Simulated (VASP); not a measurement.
A VASP calculation is set up with these files.

KPOINTS:
```
Automatic mesh
0
Gamma
5 5 5
0 0 0
```

### INCAR
```
SYSTEM = SrF2
PREC = Accurate
ENCUT = 520
EDIFF = 1E-6
NELM = 60
ALGO = Normal
LREAL = .FALSE.
LASPH = .TRUE.
ISMEAR = 0
SIGMA = 0.05
GGA = PE
LMAXMIX = 4
LWAVE = .FALSE.
LCHARG = .FALSE.
ISIF = 2
IMIX = 1
AMIX = 1.2
BMIX = 0.0001
```

### POSCAR
```
SrF2
1
    0.0000000000     2.9000000000     2.9000000000
    2.9000000000     0.0000000000     2.9000000000
    2.9000000000     2.9000000000     0.0000000000
Sr F
1 2
Direct
  0.0000000000   0.0000000000   0.0000000000
  0.2500000000   0.2500000000   0.2500000000
  0.7500000000   0.7500000000   0.7500000000
```

POTCAR, in this order: Sr_sv F (PBE.64 set). Program: vasp_std.

Output

### standard output
```
...
DAV:  21    -0.344133887117E+04   -0.10273E+04   -0.49994E+04   632   0.105E+03    0.106E+04
DAV:  22    -0.237837152003E+04    0.10630E+04   -0.28943E+04   640   0.595E+02    0.104E+04
DAV:  23    -0.347872095994E+04   -0.11003E+04   -0.50345E+04   640   0.106E+03    0.103E+04
DAV:  24    -0.245232061620E+04    0.10264E+04   -0.29902E+04   640   0.622E+02    0.101E+04
DAV:  25    -0.348042723367E+04   -0.10281E+04   -0.50379E+04   624   0.106E+03    0.100E+04
DAV:  26    -0.243318236793E+04    0.10472E+04   -0.29595E+04   640   0.611E+02    0.956E+03
DAV:  27    -0.351587559387E+04   -0.10827E+04   -0.50839E+04   624   0.107E+03    0.947E+03
DAV:  28    -0.244861370033E+04    0.10673E+04   -0.29810E+04   640   0.634E+02    0.100E+04
DAV:  29    -0.343426681728E+04   -0.98565E+03   -0.49799E+04   616   0.104E+03    0.101E+04
DAV:  30    -0.236782066706E+04    0.10664E+04   -0.28756E+04   640   0.594E+02    0.105E+04
DAV:  31    -0.341371187701E+04   -0.10459E+04   -0.49607E+04   624   0.105E+03    0.105E+04
DAV:  32    -0.235801243349E+04    0.10557E+04   -0.28670E+04   640   0.580E+02    0.107E+04
DAV:  33    -0.344828346314E+04   -0.10903E+04   -0.50094E+04   632   0.106E+03    0.107E+04
DAV:  34    -0.240864956601E+04    0.10396E+04   -0.29265E+04   640   0.612E+02    0.103E+04
DAV:  35    -0.345427034730E+04   -0.10456E+04   -0.50008E+04   624   0.105E+03    0.102E+04
DAV:  36    -0.242605639280E+04    0.10282E+04   -0.29533E+04   640   0.607E+02    0.103E+04
DAV:  37    -0.341404235321E+04   -0.98799E+03   -0.49756E+04   592   0.105E+03    0.103E+04
DAV:  38    -0.230869942534E+04    0.11053E+04   -0.28089E+04   640   0.570E+02    0.109E+04
DAV:  39    -0.343102969282E+04   -0.11223E+04   -0.49841E+04   616   0.106E+03    0.110E+04
DAV:  40    -0.240313577815E+04    0.10279E+04   -0.29192E+04   640   0.608E+02    0.103E+04
DAV:  41    -0.347405353833E+04   -0.10709E+04   -0.50148E+04   632   0.105E+03    0.102E+04
DAV:  42    -0.243209598891E+04    0.10420E+04   -0.29598E+04   640   0.618E+02    0.102E+04
DAV:  43    -0.343293776014E+04   -0.10008E+04   -0.49695E+04   624   0.104E+03    0.102E+04
DAV:  44    -0.238741909625E+04    0.10455E+04   -0.29045E+04   640   0.602E+02    0.106E+04
DAV:  45    -0.344863120727E+04   -0.10612E+04   -0.50053E+04   616   0.105E+03    0.107E+04
DAV:  46    -0.240568823501E+04    0.10429E+04   -0.29223E+04   640   0.603E+02    0.108E+04
DAV:  47    -0.345695291643E+04   -0.10513E+04   -0.50184E+04   624   0.106E+03    0.108E+04
DAV:  48    -0.240870375169E+04    0.10482E+04   -0.29357E+04   640   0.608E+02    0.104E+04
DAV:  49    -0.341582365507E+04   -0.10071E+04   -0.49608E+04   624   0.105E+03    0.103E+04
DAV:  50    -0.236950138417E+04    0.10463E+04   -0.28864E+04   640   0.598E+02    0.108E+04
DAV:  51    -0.344571091172E+04   -0.10762E+04   -0.49928E+04   624   0.106E+03    0.109E+04
DAV:  52    -0.240062000653E+04    0.10451E+04   -0.29152E+04   640   0.603E+02    0.108E+04
DAV:  53    -0.342878459884E+04   -0.10282E+04   -0.49879E+04   600   0.105E+03    0.108E+04
DAV:  54    -0.235866880620E+04    0.10701E+04   -0.28689E+04   640   0.587E+02    0.106E+04
DAV:  55    -0.343853652472E+04   -0.10799E+04   -0.49925E+04   624   0.105E+03    0.106E+04
DAV:  56    -0.239199462561E+04    0.10465E+04   -0.29095E+04   640   0.593E+02    0.107E+04
DAV:  57    -0.343564039209E+04   -0.10436E+04   -0.49814E+04   616   0.105E+03    0.107E+04
DAV:  58    -0.238462310998E+04    0.10510E+04   -0.28946E+04   640   0.592E+02    0.102E+04
DAV:  59    -0.343734389349E+04   -0.10527E+04   -0.49978E+04   616   0.105E+03    0.101E+04
DAV:  60    -0.238762000156E+04    0.10497E+04   -0.29141E+04   640   0.606E+02

 -----------------------------------------------------------------------------
|                                                                             |
|           W    W    AA    RRRRR   N    N  II  N    N   GGGG   !!!           |
|           W    W   A  A   R    R  NN   N  II  NN   N  G    G  !!!           |
|           W    W  A    A  R    R  N N  N  II  N N  N  G       !!!           |
|           W WW W  AAAAAA  RRRRR   N  N N  II  N  N N  G  GGG   !            |
|           WW  WW  A    A  R   R   N   NN  II  N   NN  G    G                |
|           W    W  A    A  R    R  N    N  II  N    N   GGGG   !!!           |
|                                                                             |
|     The electronic self-consistency was not achieved in the given           |
|     number of steps (NELM). The forces and other quantities evaluated       |
|     might not be reliable so examine the results carefully. If you find     |
|     spurious results, we suggest increasing NELM, if you were close to      |
|     convergence or switching to a different ALGO or adjusting the           |
|     density mixing parameters otherwise.                                    |
|                                                                             |
 -----------------------------------------------------------------------------

   1 F= -.23876200E+04 E0= -.23876200E+04  d E =-.891521E-04
```

**OUTCAR**
```
------------------------ aborting loop EDIFF was not reached (unconverged)  ----------------------------
  FORCE on cell =-STRESS in cart. coord.  units (eV):
  Direction    XX          YY          ZZ          XY          YZ          ZX
  --------------------------------------------------------------------------------------
  Total      948.7429927    948.7429927    948.7429927      0.0000000      0.0000000     -0.0000000
  in kB    31162.7068550  31162.7068550  31162.7068550      0.0000000      0.0000000     -0.0000000
  external PRESSURE =   31162.7068550 kB  Pullay stress =       0.0000000 kB
  volume of cell :       48.78
      direct lattice vectors                 reciprocal lattice vectors
     0.000000000  2.900000000  2.900000000    -0.172413793  0.172413793  0.172413793
     2.900000000  0.000000000  2.900000000     0.172413793 -0.172413793  0.172413793
     2.900000000  2.900000000  0.000000000     0.172413793  0.172413793 -0.172413793
 POSITION                                       TOTAL-FORCE (eV/Angst)
 -----------------------------------------------------------------------------------
      0.00000      0.00000      0.00000         0.000000     -0.000000      0.000000
      1.45000      1.45000      1.45000         0.000000      0.000000      0.000000
      4.35000      4.35000      4.35000        -0.000000     -0.000000     -0.000000
 -----------------------------------------------------------------------------------
    total drift:                               -0.000000     -0.000000      0.000000
  FREE ENERGIE OF THE ION-ELECTRON SYSTEM (eV)
  ---------------------------------------------------
  free  energy   TOTEN  =     -2387.6200015589 eV

  energy  without entropy=    -2387.6199124068  energy(sigma->0) =    -2387.61995698
```
(Selected blocks of OUTCAR.)

Q: From input and log, find the fault in this run and mend it.

A: The cause: simple mixing (IMIX = 1) with AMIX above 1 overshoots. The run did not converge; its last values are not results. Against the sound run, the energy per atom (σ→0) drops by 790.187 eV/atom; the pressure rises by 3113.92 GPa; the band gap falls by 6.78 eV. To mend it, remove IMIX, remove AMIX, remove BMIX.

The mended run (PBE GGA, plane waves, VASP's PBE PAW potentials (set 64)) converges, and its OSZICAR ends with
```
   1 F= -.17057925E+02 E0= -.17057925E+02  d E =-.743731E-21
```

The compound is SrF2 in the fluorite structure. The cell was not relaxed at this level.
